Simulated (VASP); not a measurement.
# Ba (Pm-3m) in VASP: reference runs, part 2 of 2

VASP 6.6.1. The steps go on from the part before.

## (3) Single point, PBE (cell strained at random at fixed volume)

File INCAR:

```
PREC     = Accurate       # precision mode
ENCUT    = 520            # plane-wave cutoff, eV
EDIFF    = 1E-7           # SCF threshold, eV
ISMEAR   = -1             # smearing method
SIGMA    = 0.05           # smearing width, eV
LREAL    = F              # projectors in reciprocal space
LASPH    = T              # aspherical terms in the spheres
NELM     = 80             # most SCF steps
ALGO     = Normal         # electronic algorithm
ISIF     = 2              # what is computed and relaxed
LWAVE    = F              # write WAVECAR
LCHARG   = F              # write CHGCAR
GGA      = PE             # functional
NBANDS   = 11             # bands
```

File KPOINTS:

```
regular mesh
0
Gamma
  7 7 7
```

File POSCAR:

```
Ba
1.0
    3.9524870000     -0.0272260000     -0.0529490000
   -0.0272260000      3.9273530000     -0.0003170000
   -0.0529490000     -0.0003170000      3.8746210000
Ba
1
Direct
    0.0027360000      0.0044820000     -0.0105820000
```

Potentials or basis: VASP PAW PBE potentials, release 64 (Ba_sv).

Run with:

```
> cat potpaw_PBE.64/Ba_sv/POTCAR > POTCAR
> mpirun -np 1 vasp_std > vasp.out
```

OUTCAR:

```text
PREC = Accurate
   ENCUT = 520
   EDIFF = 1E-7
   ISMEAR = -1
   LREAL = F
   LASPH = T
   NELM = 80
   ISIF = 2
   GGA = PE

 ion  position               nearest neighbor table
   1  0.003  0.004  0.989-

  LATTYP: Found a triclinic cell.
 ALAT       =     6.7578308501
 B/A-ratio  =     0.5811698265
 C/A-ratio  =     0.5734063003
 COS(alpha) =     0.0000677870
 COS(beta)  =     0.5576196309
 COS(gamma) =     0.5892912677

  Lattice vectors:

 A1 = (  -3.9267640000,   3.9548960000,  -3.8219890000)
 A2 = (  -0.0272260000,   3.9273530000,  -0.0003170000)
 A3 = (   0.0529490000,   0.0003170000,  -3.8746210000)

Analysis of symmetry for initial positions (statically):
=====================================================================
 Subroutine PRICEL returns:
 Original cell was already a primitive cell.

 Routine SETGRP: Setting up the symmetry group for a
 triclinic supercell.

 Subroutine GETGRP returns: Found  2 space group operations
 (whereof  1 operations were pure point group operations)
 out of a pool of  2 trial point group operations.

The static configuration has the point symmetry C_1 .
 The point group associated with its full space group is S_2 .

Analysis of symmetry for dynamics (positions and initial velocities):
=====================================================================
 Subroutine PRICEL returns:
 Original cell was already a primitive cell.

 Routine SETGRP: Setting up the symmetry group for a
 triclinic supercell.

 Subroutine GETGRP returns: Found  2 space group operations
 (whereof  1 operations were pure point group operations)
 out of a pool of  2 trial point group operations.

The dynamic configuration has the point symmetry C_1 .
 The point group associated with its full space group is S_2 .

 Subroutine INISYM returns: Found  2 space group operations
 (whereof  1 operations are pure point group operations),
[... 113 lines left out ...]
     AMIX     =   0.40;   BMIX     =  1.00
     AMIX_MAG =   1.60;   BMIX_MAG =  1.00
  volume/ion in A,a.u.               =      60.13       405.78
  Fermi-wavevector in a.u.,A,eV,Ry     =   0.900275  1.701273 11.027448  0.810495
  Thomas-Fermi vector in A             =   2.023212
   LORBIT       =      0    0 simple, 1 ext, 2 COOP (PROOUT), +10 PAW based schemes
   GGA     = PE    functional components
   LHFCALC =     F    Hartree Fock is set to
   AEXX    =    0.0000 exact exchange contribution
   IVDW    =     0    specifies the selected vdW correction
   LEPSILON=     F    determine dielectric tensor
   LRPA    =     F    only Hartree local field effects (RPA)
 non-spin polarized calculation
  energy-cutoff  :      520.00
  volume of cell :       60.13
 maximum number of plane-waves:      1634
 NGX is ok and might be reduce to    30
   NGX = 15   NGY = 15   NGZ = 15

 number of electron      10.0000000 magnetization

 number of electron       9.9999999 magnetization

 Free energy of the ion-electron system (eV)
  ---------------------------------------------------
  ext. energy  EPLUGINS =         0.00000000
  ---------------------------------------------------
  free energy    TOTEN  =        -1.60413982 eV

  energy without entropy =       -1.59989312  energy(sigma->0) =       -1.60201647

 E-fermi :   1.6881     XC(G=0):  -7.5439

 val. band max:        1.6580262132   @ k =   0.4286   0.4286   0.4286
 cond. band min:       1.7322016242   @ k =   0.4286   0.4286   0.4286
 fundamental gap:      0.0741754110
 Fermi energy:         1.6881218017

 k-point     1 :       0.0000    0.0000    0.0000
  band No.  band energies     occupation
      1     -27.4102      2.00000
      2     -12.2467      2.00000
      3     -12.2284      2.00000
      4     -12.1914      2.00000
      5      -0.8518      2.00000
      6       1.7584      0.39417
      7       1.7638      0.36111
      8       6.6219      0.00000
      9       6.7019      0.00000
     10       6.7651      0.00000
     11       9.2698      0.00000
[... 309 lines left out ...]
 k-point    24 :      -0.2857    0.4286   -0.0000
  band No.  band energies     occupation
      1     -27.3156      2.00000
      2     -12.8764      2.00000
      3     -12.6016      2.00000
      4     -12.0895      2.00000
      5       1.2452      1.99972
      6       1.9655      0.00776
      7       3.7316      0.00000
      8       4.7305      0.00000
      9       4.8558      0.00000
     10       5.6042      0.00000
     11       8.2283      0.00000

 [... further k-points ...]
[... 5 lines left out ...]
  --------------------------------------------------------------------------------------
  -------------------------------------------------------------------------------------
  Total        0.0383760      0.0949054      0.2760892     -0.0334114      0.0015922     -0.0568572
  in kB        1.0225184      2.5287290      7.3563193     -0.8902373      0.0424232     -1.5149433
  external PRESSURE =       3.6358556 kB  Pullay stress =       0.0000000 kB

 VOLUME and BASIS-vectors are now :
 -----------------------------------------------------------------------------
  energy-cutoff  :      520.00
  volume of cell :       60.13
      direct lattice vectors                 reciprocal lattice vectors
     3.952487000 -0.027226000 -0.052949000     0.253063676  0.001754619  0.003458409
    -0.027226000  3.927353000 -0.000317000     0.001754619  0.254636592  0.000044811
    -0.052949000 -0.000317000  3.874621000     0.003458409  0.000044811  0.258137024

 POSITION                                       TOTAL-FORCE (eV/Angst)
 -----------------------------------------------------------------------------------
     -0.04170      0.01721      3.83347         0.000000      0.000000     -0.000000
 -----------------------------------------------------------------------------------
    total drift:                                0.000005      0.000002     -0.000002

  FREE ENERGIE OF THE ION-ELECTRON SYSTEM (eV)
  ---------------------------------------------------
  free  energy   TOTEN  =        -1.6041398238 eV

  energy  without entropy=       -1.5998931217  energy(sigma->0) =       -1.60201647
```

stdout:

```text
POSCAR found type information on POSCAR Ba
 POSCAR found :  1 types and       1 ions
 scaLAPACK will be used
 LDA part: xc-table for (Slater+PW92), standard interpolation
 POSCAR, INCAR and KPOINTS ok, starting setup
 FFT: planning ... GRIDC
 FFT: planning ... GRID_SOFT
 FFT: planning ... GRID
 WAVECAR not read
 entering main loop
```

Wall time 33 s (1 thread of Intel Xeon 6975P-C (Granite Rapids), shared host); peak memory 0.25 GiB.

What came out:

* Free energy: -1.6041 eV
* Pressure: 0.4 GPa
* Band gap on the k mesh: 0.07 eV, direct

Caveat: spin-orbit coupling is left out, which moves the levels of the heavy elements; an odd mesh through Γ misses points on the zone boundary, where band edges often lie.
